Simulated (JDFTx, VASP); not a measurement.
Given: the input of a run of JDFTx 1.7.0 (patched build) on Si. 

File Si.in:

```
lattice \
    0.0000000000     5.1435532945     5.1435532945 \
    5.1435532945     0.0000000000     5.1435532945 \
    5.1435532945     5.1435532945     0.0000000000
coords-type Lattice
ion Si     0.5000000000     0.5000000000     0.5000000000 1
ion Si     0.7500000000     0.7500000000     0.7500000000 1

ion-species pseudo/Si.upf
elec-cutoff 16 128
elec-ex-corr lda-PW
kpoint-folding 8 8 8
elec-smearing Fermi 0.0018374661
elec-n-bands 9
electronic-SCF nIterations 100 energyDiffThreshold 1e-10
electronic-minimize nIterations 30 energyDiffThreshold 1e-7
forces-output-coords Cartesian
lattice-minimize nIterations 30 energyDiffThreshold 1e-7

dump-name run.$VAR
dump End Ecomponents EigStats BandEigs Kpoints Forces Stress
```

Potentials or basis: PseudoDojo-SR-LDA-0.4.1-standard.

Run with:

```bash
$ jdftx -c 1 -i Si.in -o Si.out
```

Question: What does the same run look like in VASP 6.6.1? Potentials or basis there: LDA PAW files Si, 600 eV.

Answer: As run (cutoffs and basis follow the program's own potentials, and thresholds, step limits or extra output files can differ):

The input INCAR:

```
ALGO = Normal
EDIFF = 1E-6
EDIFFG = -0.01
ENCUT = 600
GGA = CA
IBRION = 2
ISIF = 3
ISMEAR = -1
LASPH = T
LCHARG = F
LREAL = F
LWAVE = F
NELM = 80
NSW = 60
PREC = Accurate
SIGMA = 0.05
```

KPOINTS

```
k-points
0
Gamma
  8 8 8
```

File POSCAR:

```
Si
1.0
    0.0000000000      2.7218511865      2.7218511865
    2.7218511865      0.0000000000      2.7218511865
    2.7218511865      2.7218511865      0.0000000000
Si
2
Direct
    0.5000000000      0.5000000000      0.5000000000
    0.7500000000      0.7500000000      0.7500000000
```

Potentials or basis: VASP PAW LDA potentials, release 64 (Si).

Launch:

```bash
$ cat potpaw_LDA.64/Si/POTCAR > POTCAR
$ mpirun -np 1 vasp_std > vasp.out
```

Both were run:

|  | JDFTx | VASP |
| --- | --- | --- |
| Relaxed volume | 19.62 Å³/atom | 19.72 Å³/atom |
| Relaxed cell | a = 3.814 Å, b = 3.814 Å, c = 3.814 Å, α = 60.00°, β = 60.00°, γ = 60.00° | a = 3.821 Å, b = 3.821 Å, c = 3.821 Å, α = 60.00°, β = 60.00°, γ = 60.00° |
| Space group after relaxing | Fd-3m (No. 227) | Fd-3m (No. 227) |
| Pressure after relaxing | 0.0 GPa | 0.0 GPa |

The two programs' LDA may be different fits to the electron gas.

Pressure is positive in compression.
